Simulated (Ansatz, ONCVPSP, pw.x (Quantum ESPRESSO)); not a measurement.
What a changed setting does to a pw.x run (fcc Ru)

Potential: optimised norm-conserving Vanderbilt (ONCV), ONCVPSP 4.0.1.1 (patched build), PBEsol; core [Ar] 3d10, reference 4s2 4p6 4d7 5s1; waves: 4s+5s: rc 1.82 bohr, ncon 4, nbas 7, qcut 8.6 1/bohr, 2 projectors; 4p: rc 1.44 bohr, ncon 5, nbas 9, qcut 11.1 1/bohr, 1 projector; 4d: rc 1.56 bohr, ncon 4, nbas 8, qcut 7.2 1/bohr, 1 projector; local part: polynomial inside 1.24 bohr (lpopt 5, dvloc0 3 Ha); core correction: none.

The reference run (k-mesh 15³, cutoffs 115/460 Ry, Fermi–Dirac 0.01 Ry, mixing_beta 0.4, conv_thr 1e-9, no spin) gives 2.42 GPa at 13.350 Å³/atom, where all-electron LAPW gives 1.19 GPa. This run, with its own iteration cap, changes k-mesh points per axis to 2.

```
&control
  calculation='scf', prefix='x', pseudo_dir='./', outdir='./tmp', tstress=.true., disk_io='none'
/
&system
  ibrav=0, nat=1, ntyp=1, ecutwfc=115, ecutrho=460, nbnd=16,
  occupations='smearing', smearing='fd', degauss=0.01
/
&electrons
  conv_thr=1e-09, mixing_beta=0.4, electron_maxstep=60
/
ATOMIC_SPECIES
Ru 1.0 Ru.UPF
CELL_PARAMETERS angstrom
  0.00000000 1.88285593 1.88285593
  1.88285593 0.00000000 1.88285593
  1.88285593 1.88285593 0.00000000
ATOMIC_POSITIONS crystal
Ru 0.0000 0.0000 0.0000
K_POINTS automatic
2 2 2 0 0 0
```

```bash
pw.x < Ru.scf.in > Ru.scf.out
```

How does the run end?

It converges in 8 iterations; the free energy moves by +2.84 eV/atom and the pressure by +41.94 GPa.

```
Message from routine setup:
     using ibrav=0 with symmetry is DISCOURAGED, use correct ibrav instead
     lattice parameter (alat)  =       5.0319  a.u.
     unit-cell volume          =      90.0903 (a.u.)^3
     number of electrons       =        16.00
     number of Kohn-Sham states=           16
     kinetic-energy cutoff     =     115.0000  Ry
     charge density cutoff     =     460.0000  Ry
     scf convergence threshold =      1.0E-09
     Exchange-correlation= PBESOL
     number of k points=     3  Fermi-Dirac smearing, width (Ry)=  0.0100
     iteration #  1     ecut=   115.00 Ry     beta= 0.40
     total energy              =    -189.74875114 Ry
     estimated scf accuracy    <       0.11993780 Ry
     iteration #  2     ecut=   115.00 Ry     beta= 0.40
     total energy              =    -189.75488832 Ry
     estimated scf accuracy    <       0.01274754 Ry
     iteration #  3     ecut=   115.00 Ry     beta= 0.40
     total energy              =    -189.75605114 Ry
     estimated scf accuracy    <       0.00111022 Ry
     [... 2 iterations left out ...]
     iteration #  6     ecut=   115.00 Ry     beta= 0.40
     total energy              =    -189.75613258 Ry
     estimated scf accuracy    <       0.00000013 Ry
     iteration #  7     ecut=   115.00 Ry     beta= 0.40
     total energy              =    -189.75613262 Ry
     estimated scf accuracy    <       0.00000002 Ry
     iteration #  8     ecut=   115.00 Ry     beta= 0.40
     the Fermi energy is    25.6166 ev
!    total energy              =    -189.75613262 Ry
     estimated scf accuracy    <          1.7E-10 Ry
     smearing contrib. (-TS)   =      -0.01984740 Ry
     The total energy is F=E-TS. E is the sum of the following terms:
     one-electron contribution =     -32.60823765 Ry
     hartree contribution      =      27.85668997 Ry
     xc contribution           =     -20.04690337 Ry
     ewald contribution        =    -164.93783418 Ry
     convergence has been achieved in   8 iterations
          total   stress  (Ry/bohr**3)                   (kbar)     P=      443.60
     Message from routine punch:
     Nothing written, as per user request (disk_io='none')
```

The run took about 2.7 s on one core of a shared host (Neoverse-N1, 64 threads, 124 GiB, load 59).
